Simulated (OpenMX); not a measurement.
Input of an OpenMX 3.8.5 run:

File K.dat:

```
System.CurrrentDirectory             ./
System.Name                          K
DATA.PATH                            ./DFT_DATA13
level.of.stdout                      1
level.of.fileout                     0
Species.Number                       1
<Definition.of.Atomic.Species
  K   K10.0-s3p2d1           K_CA13
Definition.of.Atomic.Species>

Atoms.Number                         1
Atoms.SpeciesAndCoordinates.Unit     FRAC
<Atoms.SpeciesAndCoordinates
    1  K     0.0000000000    0.0000000000    0.0000000000   4.500  4.500
Atoms.SpeciesAndCoordinates>

Atoms.UnitVectors.Unit               Ang
<Atoms.UnitVectors
    -2.6975585167    2.6975585167    2.6975585167
     2.6975585167   -2.6975585167    2.6975585167
     2.6975585167    2.6975585167   -2.6975585167
Atoms.UnitVectors>

scf.XcType                           LDA
scf.SpinPolarization                 off
scf.ElectronicTemperature            580.226
scf.energycutoff                     300.0
scf.maxIter                          100
scf.EigenvalueSolver                 band
scf.Kgrid                            5 5 5
scf.Mixing.Type                      rmm-diisk
scf.Init.Mixing.Weight               0.05
scf.Min.Mixing.Weight                0.001
scf.Max.Mixing.Weight                0.3
scf.Mixing.History                   25
scf.Mixing.StartPulay                8
scf.criterion                        1.0e-8
scf.stress.tensor                    on
MD.Type                              nomd
Band.dispersion                      on
Band.Nkpath                          6
<Band.kpath
   26   0.000000  0.000000  0.000000    0.500000 -0.500000  0.500000  G H
   18   0.500000 -0.500000  0.500000    0.000000  0.000000  0.500000  H N
   18   0.000000  0.000000  0.500000    0.000000  0.000000  0.000000  N G
   22   0.000000  0.000000  0.000000    0.250000  0.250000  0.250000  G P
   22   0.250000  0.250000  0.250000    0.500000 -0.500000  0.500000  P H
   13   0.250000  0.250000  0.250000    0.000000  0.000000  0.500000  P N
Band.kpath>
```

Potentials or basis: OpenMX 2013 LDA set, K10.0-s3p2d1, grid cutoff 300 Ry.

Run with:

```console
$ openmx K.dat -nt 1 > K.std
```

Q: Predict the band gap along the path.

A: None (metal or under the smearing width).

Q: Predict the pressure.

A: -0.7 GPa.

Levels at the corners of the path, in eV from the Fermi level:
```csv
point,band 2,band 3,band 4,band 5,band 6,band 7
Γ,-15.62,-15.62,-15.62,-2.10,4.22,4.22
H,-15.66,-15.66,-15.66,1.88,1.88,3.28
N,-15.67,-15.64,-15.62,0.36,0.65,3.18
Γ,-15.62,-15.62,-15.62,-2.10,4.22,4.22
P,-15.65,-15.65,-15.65,1.42,1.42,1.42
H|P,-15.66,-15.66,-15.66,1.88,1.88,3.28
N,-15.67,-15.64,-15.62,0.36,0.65,3.18
```

Caveat: the basis of atomic orbitals isn't converged, which shifts pressures, moduli and gaps.
